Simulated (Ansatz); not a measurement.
**Re (P6_3/mmc)**

These are results of DFT PBE, scalar-relativistic, plane waves, PAW in Ansatz, not measurements.

Plane waves to 420 eV, a k mesh through Γ of 18×18×6 on the computed 4-atom cell and Gaussian smearing (0.10 eV); no spin polarisation.

The structure is relaxed at this level of theory with its symmetry kept.

The structure is hexagonal, space group P6_3/mmc (No. 194). The conventional cell has a = 2.777 Å, b = 2.777 Å, c = 8.951 Å, α = 90.00°, β = 90.00°, γ = 120.00°. Re (site symmetry -3m) has 12 Re at 2.75 to 2.78 Å as nearest neighbours. Around Re (site symmetry -6m2) lie 12 Re at 2.75 to 2.78 Å.

* Volume per atom: 14.94 Å³
* Formation energy from the elements' standard states (uncorrected): -0.002 eV/atom
* Kohn–Sham band gap: none (metal)
* Density of states at the Fermi level: 2.85 states/eV per cell
* Löwdin character within 0.5 eV of the Fermi level: Re 5d 88 %, unprojected 6 %
* Bader charges (e): Re (2 in the cell) -0.04, Re (2 in the cell) 0.04

Spin-orbit coupling is left out, which matters for the bands of heavy elements.

Cost: 1 run of about 1.4 core-minutes, on Arm Neoverse V1 (shared hosts).